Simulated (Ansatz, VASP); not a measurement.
Two plane-wave programs on Li

```
Li
1.0
    -1.72037    1.72037    1.72037
     1.72037   -1.72037    1.72037
     1.72037    1.72037   -1.72037
Li
1
Direct
  0.00000 0.00000 0.00000
```

Alike in both runs: task single point; functional PBE; k mesh 18 × 18 × 18; occupations gaussian, width 0.05 eV; non-collinear spin, spin-orbit coupling.

```csv
,VASP,Ansatz
version,VASP 6.6.1,Ansatz 0.2.0
potentials or method,"VASP PAW PBE potentials, release 64 (Li_sv)","plane waves, PAW"
plane-wave cutoff (eV),520,600
valence electrons in the cell,3,3
```

|  | VASP | Ansatz | Ansatz less VASP |
| --- | --- | --- | --- |
| gap on the k mesh at the Fermi level (eV) | none | none | - |
| net moment per atom (μB) | 0.00 | 0.00 | 0.000 |

A gap of «none» marks a metal or a gap that the smearing closes. With one functional, cell and mesh, what is left measures potentials, basis and numerics.
